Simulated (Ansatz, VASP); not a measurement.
## AlP: VASP beside Ansatz

The input INCAR:

```
SYSTEM = AlP
ALGO = Normal
EDIFF = 1E-6
EDIFFG = -0.01
ENCUT = 600
GGA = PE
IBRION = 2
ISIF = 3
ISMEAR = 0
LASPH = .TRUE.
LCHARG = .FALSE.
LREAL = .FALSE.
LWAVE = .FALSE.
NELM = 100
NSW = 100
PREC = Accurate
SIGMA = 0.02
```

File KPOINTS:

```
k-points
0
G
  8 8 8
  0 0 0
```

POSCAR

```
AlP
1.0
    0.0000000000      2.7543297527      2.7543297527
    2.7543297527      0.0000000000      2.7543297527
    2.7543297527      2.7543297527      0.0000000000
Al P
1 1
Direct
    0.5000000000      0.5000000000      0.5000000000
    0.2500000000      0.2500000000      0.2500000000
```

Input for Ansatz:

```yaml
crystal:
  lattice:
    - [0.0, 2.7543297527, 2.7543297527]
    - [2.7543297527, 0.0, 2.7543297527]
    - [2.7543297527, 2.7543297527, 0.0]
  atoms:
    - { symbol: Al, position: [0.5, 0.5, 0.5] }
    - { symbol: P, position: [0.25, 0.25, 0.25] }
basis:
  ecutwfc: 420
kpoints:
  mp_grid: { grid: [8, 8, 8] }
hamiltonian:
  xc: pbe
scf:
  occupations: { method: gaussian, width: 0.02 }
output:
  forces: true
  stress: true
  eigenvalues: true
  write_density: true
  write_potential: true
  elf: true
  volumetric_format: npy
relax:
  adjacent_minimum: "off"
  f_tol: 0.01
  max_steps: 80
  cell: { stress_tol: 0.05 }
```

Alike in both runs: task relaxation of cell and atoms; functional PBE; k mesh 8 × 8 × 8; occupations gaussian, width 0.02 eV; no spin polarisation.

|  | VASP | Ansatz |
| --- | --- | --- |
| version | VASP 6.6.1 | Ansatz 0.2.0 |
| potentials or method | VASP PAW PBE potentials, release 64 (Al, P) | scalar-relativistic, plane waves, PAW |
| plane-wave cutoff (eV) | 600 | 420 |
| valence electrons in the cell | 8 | 8 |

|  | VASP | Ansatz | Ansatz less VASP |
| --- | --- | --- | --- |
| gap on the k mesh at the Fermi level, each at its own relaxed structure (eV) | 1.63 | 1.63 | +0.006 |
| relaxed volume (Å³/atom) | 20.85 | 20.90 | +0.049 |
| relaxed cell length with the largest relative difference (Å) | 3.892 | 3.895 | +0.0030 |

A k mesh can miss the band edges. Expect the measured gap to be larger: semilocal functionals such as PBE lack the derivative discontinuity.
